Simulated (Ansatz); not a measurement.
Space group I4/mmm (No. 139). a = 4.007 Å, b = 4.007 Å, c = 3.459 Å, α = 90.00°, β = 90.00°, γ = 90.00°
```csv
atom,site,symmetry,x,y,z
Sn,2b,4/mmm,0.0000,0.0000,0.5000
```

Equation of state of this Sn structure (not necessarily the ground state), with shape and atoms relaxed at each volume where symmetry leaves them free. It has no gap at any of these volumes. These are results of Ansatz, DFT PBE, scalar-relativistic, plane waves, PAW, not measurements.

Plane waves to 420 eV, a k mesh through Γ of 20×20×20 on the computed 1-atom cell and Gaussian smearing (0.10 eV); no spin polarisation.

```tsv
V (Å³/atom)	E − E(largest V) (meV/atom)	P (GPa)
24.436	40.35	8.09
25.269	5.35	5.47
26.102	-17.10	3.28
26.935	-29.11	1.43
27.768	-32.53	-0.02
28.601	-29.16	-1.22
29.434	-19.88	-2.29
30.545	0.00	-3.40
```

Task: Fit a third-order Birch–Murnaghan equation, E = E0 + (9V0B0/16)·[(x − 1)³B0' + (x − 1)²(6 − 4x)] with x = (V0/V)^(2/3), to E(V).

Result: V0 = 27.74 Å³/atom, B0 = 45 GPa, B0' = 5.4.

Another cell of Sn relaxed alike, in P6/mmm, lies 21 meV/atom lower, so this cell isn't the stable form at this level.

The cell was found from a structure generator's guess, not taken from experiment.
